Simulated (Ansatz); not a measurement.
Task: a calculation of the elastic constants of BaTe, space group Fm-3m, with the Ansatz DFT code, driven from Python. Give the script and its output. Use: PBE, PAW, cutoff 550 eV, 6×6×6 k-points, fixed occupations.

Contents of `bate.vasp`:
```text
BaTe
1.0
   0.00000000    3.41000000    3.41000000
   3.41000000    0.00000000    3.41000000
   3.41000000    3.41000000    0.00000000
Ba Te
1 1
Direct
   0.00000000    0.00000000    0.00000000
   0.50000000    0.50000000    0.50000000
```

Script `bate.py`:
```python
"""Elastic constants of BaTe."""

import ansatz
from ase.io import read
import numpy as np

atoms = read("bate.vasp", format="vasp")
cell = ansatz.Crystal.from_ase(atoms)

base = cell.calculation()
base = base.functional("PBE")
base = base.basis(550)
base = base.occupations("Fixed")
base = base.kpoints(6, 6, 6)
done = base.elastic("clamped-ion").run()
elastic = done.elastic

print(np.array2string(np.round(elastic.c_gpa, 1) + 0.0, suppress_small=True))
print("Voigt stress of the unstrained cell (GPa, tension positive):", np.round(elastic.sigma0_gpa, 3) + 0.0)
print("smallest eigenvalue of C:", round(elastic.stability.min_eigenvalue_gpa, 1), "GPa; stable:", elastic.stability.stable)
# averaged moduli need a positive definite tensor
if elastic.stability.min_eigenvalue_gpa > 0:
    m = elastic.moduli
    print(f"K = {m.k_hill_gpa:.1f}, G = {m.g_hill_gpa:.1f}, E = {m.youngs_gpa:.1f} GPa, Poisson ratio {m.poisson:.3f}, K/G = {m.k_hill_gpa / m.g_hill_gpa:.2f}")
```

```console
$ python bate.py
[[107.8  12.7  12.7   0.    0.    0. ]
 [ 12.7 107.8  12.7   0.    0.    0. ]
 [ 12.7  12.7 107.8   0.    0.    0. ]
 [  0.    0.    0.    9.7   0.    0. ]
 [  0.    0.    0.    0.    9.7   0. ]
 [  0.    0.    0.    0.    0.    9.7]]
Voigt stress of the unstrained cell (GPa, tension positive): [-3.814 -3.814 -3.814  0.     0.     0.   ]
smallest eigenvalue of C: 9.7 GPa; stable: True
K = 44.4, G = 19.5, E = 51.1 GPa, Poisson ratio 0.308, K/G = 2.27
```

Notes:
- A positive definite tensor excludes instabilities under uniform strain alone; phonons elsewhere in the zone can still be imaginary.
- The cell stands under 3.8 GPa at these settings.
- The starting cell is as deposited in a crystallographic database; the results hold for this polymorph, which needn't be the stable one.
- The constants belong to the cell that was strained; where it wasn't relaxed first it may be under stress.
- Finished in 19 s on 1 thread of Intel(R) Xeon(R) 6975P-C (Granite Rapids), with other jobs on the host, peak memory 0.58 GiB.

(A comment or docstring line of the script was reworded after the run, the code is as it ran; lines on the test bed's own set-up are left out of the output.)
